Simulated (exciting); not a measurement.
# Pb (Fm-3m) in exciting: notebook

The runs below take Pb through single point, with PBE.

Everything below comes from runs of exciting (release sodium). Logs are shortened: lines on timing, memory, paths and dates and some standing lists are left out, and cuts for length are marked.

### 1 Starting point

Symmetry: Fm-3m, No. 225, cubic system. Conventional cell: a = 4.950 Å, b = 4.950 Å, c = 4.950 Å, α = 90.00°, β = 90.00°, γ = 90.00°. Pb (site symmetry m-3m) is surrounded by 12 Pb at 3.50 Å.

### 2 Single point, PBE

input.xml reads:

```xml
<input>
  <title>Pb</title>
  <structure speciespath="./" tshift="false">
    <crystal scale="1">
      <basevect>0.000000000000 4.677109952971 4.677109952971</basevect>
      <basevect>4.677109952971 0.000000000000 4.677109952971</basevect>
      <basevect>4.677109952971 4.677109952971 0.000000000000</basevect>
    </crystal>
    <species speciesfile="Pb.xml" rmt="2.3">
      <atom coord="0.000000000000 0.000000000000 0.000000000000"/>
    </species>
  </structure>
  <groundstate do="fromscratch" ngridk="9 9 9" rgkmax="9" gmaxvr="14" lmaxapw="10" lmaxmat="10" lmaxvr="8" xctype="GGA_PBE" stype="Gaussian" swidth="0.00040424" nempty="8" ValenceRelativity="iora*" epsengy="1e-05" epspot="1e-05" maxscl="60" tforce="true" outputlevel="high"/>
</input>
```

Potentials or basis: all-electron LAPW+lo, shipped species files, valence relativity iora*.

On the command line:

```console
$ OMP_NUM_THREADS=1 exciting_smp
```

INFO.OUT:

```text
================================================================================
EXCITING SODIUM started
[... 10 lines left out ...]

 Lattice vectors (cartesian) :
      0.0000000000      4.6771099530      4.6771099530
      4.6771099530      0.0000000000      4.6771099530
      4.6771099530      4.6771099530      0.0000000000

 Reciprocal lattice vectors (cartesian) :
     -0.6716952745      0.6716952745      0.6716952745
      0.6716952745     -0.6716952745      0.6716952745
      0.6716952745      0.6716952745     -0.6716952745

 Unit cell volume                           :     204.6269046900
 Brillouin zone volume                      :       1.2122072306

 Species :    1 (Pb)
     parameters loaded from                 :    Pb.xml
     name                                   :    lead
     nuclear charge                         :     -82.00000000
     electronic charge                      :      82.00000000
     atomic mass                            :  377702.49410000
     muffin-tin radius                      :       2.30000000
     # of radial points in muffin-tin       :     450

     atomic positions (lattice) :
       1 :   0.00000000  0.00000000  0.00000000

 Total number of atoms per unit cell        :       1

 Spin treatment                             :    spin-unpolarised

 Number of Bravais lattice symmetries       :      48
 Number of crystal symmetries               :      48

 k-point grid                               :       9    9    9
 Total number of k-points                   :      35
 k-point set is reduced with crystal symmetries

 R^MT_min * |G+k|_max (rgkmax)              :       9.00000000
 Species with R^MT_min                      :       1 (Pb)
 Maximum |G+k| for APW functions            :       3.91304348
 Maximum |G| for potential and density      :      14.00000000
 Polynomial order for pseudochg. density    :       9

 G-vector grid sizes                        :      30    30    30
 Total number of G-vectors                  :    9409

 Maximum angular momentum used for
     APW functions                          :      10
     computing H and O matrix elements      :      10
     potential and density                  :       8
     inner part of muffin-tin               :       2

 Total nuclear charge                       :     -82.00000000
 Total electronic charge                    :      82.00000000
 Total core charge                          :      68.00000000
 Total valence charge                       :      14.00000000

 Effective Wigner radius, r_s               :       0.84143407

 Number of empty states                     :       8
 Total number of valence states             :      16

 Maximum Hamiltonian size                   :     227
 Maximum number of plane-waves              :     213
 Total number of local-orbitals             :      14

 Exchange-correlation type                  :      20
     Perdew-Burke-Ernzerhof, Phys. Rev. Lett. 77, 3865 (1996)
     Generalised gradient approximation (GGA)

 Smearing scheme                            :    Gaussian
 Smearing width                             :       0.00040424

 Using multisecant Broyden potential mixing
[... 6 lines left out ...]
* Groundstate module started                                                   *
********************************************************************************
 Output level for this task is set to high

++++++++++++++++++++++++++++++++++++++++++++++++++++++++++++++++++++++++++++++++
[... 5 lines left out ...]
+ SCF iteration number :    1                                                  +
++++++++++++++++++++++++++++++++++++++++++++++++++++++++++++++++++++++++++++++++
 Total energy                               :    -20924.86015752
 _______________________________________________________________
 Fermi energy                               :         0.28591353
 Kinetic energy                             :     24373.63080903
 Coulomb energy                             :    -44908.18425006
 Exchange energy                            :      -385.25253237
 Correlation energy                         :        -5.05418412
 Sum of eigenvalues                         :    -12939.13282144
 Effective potential energy                 :    -37312.76363047
 Coulomb potential energy                   :    -36801.89825249
 xc potential energy                        :      -510.86537798
 Hartree energy                             :      6664.21683028
 Electron-nuclear energy                    :    -50130.33191305
 Nuclear-nuclear energy                     :     -1442.06916729
 Madelung energy                            :    -26507.23512382
 Core-electron kinetic energy               :         0.00000000

 DOS at Fermi energy (states/Ha/cell)       :        91.39494133

 Electron charges :
     core                                   :        68.00000000
     core leakage                           :         0.01253673
     valence                                :        14.00000000
     interstitial                           :         2.95410357
     charge in muffin-tin spheres :
                  atom     1    Pb          :        79.04589643
     total charge in muffin-tins            :        79.04589643
     total charge                           :        82.00000000

++++++++++++++++++++++++++++++++++++++++++++++++++++++++++++++++++++++++++++++++
+ SCF iteration number :    2                                                  +
++++++++++++++++++++++++++++++++++++++++++++++++++++++++++++++++++++++++++++++++
 Total energy                               :    -20926.65878182
 _______________________________________________________________
 Fermi energy                               :         0.28091506
 Kinetic energy                             :     24372.09234491
 Coulomb energy                             :    -44908.42336107
 Exchange energy                            :      -385.27330539
 Correlation energy                         :        -5.05446027
 Sum of eigenvalues                         :    -12940.04540393
 Effective potential energy                 :    -37312.13774884
 Coulomb potential energy                   :    -36801.24455692
 xc potential energy                        :      -510.89319193
 Hartree energy                             :      6665.10963686
 Electron-nuclear energy                    :    -50131.46383063
 Nuclear-nuclear energy                     :     -1442.06916729
 Madelung energy                            :    -26507.80108261
 Core-electron kinetic energy               :         0.00000000
[... 351 lines left out ...]
++++++++++++++++++++++++++++++++++++++++++++++++++++++++++++++++++++++++++++++++
+ SCF iteration number :   12                                                  +
++++++++++++++++++++++++++++++++++++++++++++++++++++++++++++++++++++++++++++++++
 Total energy                               :    -20928.66282189
 _______________________________________________________________
 Fermi energy                               :         0.26602547
 Kinetic energy                             :     24369.69010596
 Coulomb energy                             :    -44908.01407801
 Exchange energy                            :      -385.28414512
 Correlation energy                         :        -5.05470471
 Sum of eigenvalues                         :    -12941.44263122
 Effective potential energy                 :    -37311.13273718
 Coulomb potential energy                   :    -36800.22497760
 xc potential energy                        :      -510.90775958
 Hartree energy                             :      6665.71993312
 Electron-nuclear energy                    :    -50131.66484384
 Nuclear-nuclear energy                     :     -1442.06916729
 Madelung energy                            :    -26507.90158922
 Core-electron kinetic energy               :         0.00000000

 DOS at Fermi energy (states/Ha/cell)       :        91.39499725

 Electron charges :
     core                                   :        68.00000000
     core leakage                           :         0.01229956
     valence                                :        14.00000000
     interstitial                           :         2.92953220
     charge in muffin-tin spheres :
                  atom     1    Pb          :        79.07046780
     total charge in muffin-tins            :        79.07046780
     total charge                           :        82.00000000

 RMS change in effective potential (target) :  0.364137E-08  ( 0.100000E-04)
 Absolute change in total energy   (target) :  0.308755E-06  ( 0.100000E-04)
 Charge distance                   (target) :  0.391657E-09  ( 0.100000E-04)
 Abs. change in max-nonIBS-force   (target) :   0.00000      ( 0.500000E-04)

++++++++++++++++++++++++++++++++++++++++++++++++++++++++++++++++++++++++++++++++
| Convergency criteria checked for the last 2 iterations                       +
| Convergence targets achieved. Performing final SCF iteration                 +
++++++++++++++++++++++++++++++++++++++++++++++++++++++++++++++++++++++++++++++++
 Total energy                               :    -20928.66282118
 _______________________________________________________________
 Fermi energy                               :         0.26602547
 Kinetic energy                             :     24369.69010650
 Coulomb energy                             :    -44908.01407786
 Exchange energy                            :      -385.28414511
 Correlation energy                         :        -5.05470471
 Sum of eigenvalues                         :    -12941.44263073
 Effective potential energy                 :    -37311.13273723
 Coulomb potential energy                   :    -36800.22497766
 xc potential energy                        :      -510.90775957
 Hartree energy                             :      6665.71993290
 Electron-nuclear energy                    :    -50131.66484347
 Nuclear-nuclear energy                     :     -1442.06916729
 Madelung energy                            :    -26507.90158903
 Core-electron kinetic energy               :         0.00000000

 DOS at Fermi energy (states/Ha/cell)       :        91.39503346

 Electron charges :
     core                                   :        68.00000000
     core leakage                           :         0.01229956
     valence                                :        14.00000000
     interstitial                           :         2.92953221
     charge in muffin-tin spheres :
                  atom     1    Pb          :        79.07046779
     total charge in muffin-tins            :        79.07046779
     total charge                           :        82.00000000

++++++++++++++++++++++++++++++++++++++++++++++++++++++++++++++++++++++++++++++++
+ Self-consistent loop stopped                                                 +
++++++++++++++++++++++++++++++++++++++++++++++++++++++++++++++++++++++++++++++++
 STATE.OUT is written

--------------------------------------------------------------------------------
- Writing atomic positions and forces                                          -
--------------------------------------------------------------------------------

 Atomic positions (lattice) :
 atom     1  Pb  :     0.00000000    0.00000000    0.00000000

 Total atomic forces including IBS (cartesian) :
 atom     1  Pb  :     0.00000000    0.00000000    0.00000000

 Atomic force components including IBS (cartesian) :
 atom     1  Pb  :     0.00000000    0.00000000    0.00000000   HF force
                 :     0.00000000    0.00000000    0.00000000   core correction
                 :     0.00000000    0.00000000    0.00000000   IBS correction

********************************************************************************
* Groundstate module stopped                                                   *
********************************************************************************

================================================================================
| EXCITING SODIUM stopped                                                      =
================================================================================
```

Run time: 24 s. Hardware: 1 thread of Arm Neoverse V2, shared host; peak memory 0.1 GiB.

What came out:

```yaml
Free_energy: -569497.9278 eV
Band_gap_on_the_k_mesh: none (metal or under the smearing width)
All_electrons_inside_the_program's_atomic_spheres: Pb 79.07 (radii Pb 2.3 bohr)
```

Levels at points of the mesh, in eV from the Fermi level:
```tsv
k point	band 4	band 5	band 6	band 7	band 8	band 9	band 10	band 11
(0.00, 0.00, 0.00)	-16.76	-16.76	-11.63	7.55	7.55	7.55	9.90	11.51
```

Spin-orbit coupling is left out, which matters for the levels of Pb.

### 3 Single point, PBE

input.xml reads:

```xml
<input>
  <title>Pb</title>
  <structure speciespath="./" tshift="false">
    <crystal scale="1">
      <basevect>0.000000000000 4.677109952971 4.677109952971</basevect>
      <basevect>4.677109952971 0.000000000000 4.677109952971</basevect>
      <basevect>4.677109952971 4.677109952971 0.000000000000</basevect>
    </crystal>
    <species speciesfile="Pb.xml" rmt="2.3">
      <atom coord="0.000000000000 0.000000000000 0.000000000000"/>
    </species>
  </structure>
  <groundstate do="fromscratch" ngridk="9 9 9" rgkmax="9" gmaxvr="14" lmaxapw="10" lmaxmat="10" lmaxvr="8" xctype="GGA_PBE" stype="Gaussian" swidth="0.00044099" nempty="8" ValenceRelativity="iora*" epsengy="1e-05" epspot="1e-05" maxscl="60" tforce="true" outputlevel="normal"/>
  <properties>
    <chargedensityplot>
      <plot3d>
        <box grid="18 18 18">
          <origin coord="0 0 0"/>
          <point coord="1 0 0"/>
          <point coord="0 1 0"/>
          <point coord="0 0 1"/>
        </box>
      </plot3d>
    </chargedensityplot>
    <elfplot>
      <plot3d>
        <box grid="18 18 18">
          <origin coord="0 0 0"/>
          <point coord="1 0 0"/>
          <point coord="0 1 0"/>
          <point coord="0 0 1"/>
        </box>
      </plot3d>
    </elfplot>
    <exccplot>
      <plot3d>
        <box grid="18 18 18">
          <origin coord="0 0 0"/>
          <point coord="1 0 0"/>
          <point coord="0 1 0"/>
          <point coord="0 0 1"/>
        </box>
      </plot3d>
    </exccplot>
  </properties>
</input>
```

Potentials or basis: all-electron LAPW+lo, shipped species files, valence relativity iora*.

On the command line:

```console
$ OMP_NUM_THREADS=1 exciting_smp
```

Run time: 35 s. Hardware: 1 thread of Arm Neoverse V2, shared host; peak memory 0.1 GiB.

Results (log left out):

```
Free energy                                       : -569497.9279 eV
Band gap on the k mesh                            : none (metal or under the smearing width)
All electrons inside the program's atomic spheres : Pb 79.07 (radii Pb 2.3 bohr)
```

Levels at points of the mesh, in eV from the Fermi level:
| k point | band 3 | band 4 | band 5 | band 6 | band 7 | band 8 | band 9 | band 10 | band 11 | band 12 |
| --- | --- | --- | --- | --- | --- | --- | --- | --- | --- | --- |
| (0.00, 0.00, 0.00) | -16.90 | -16.76 | -16.76 | -11.63 | 7.55 | 7.55 | 7.55 | 9.90 | 11.51 | 12.64 |

(Part 1 of 3 ends here.)
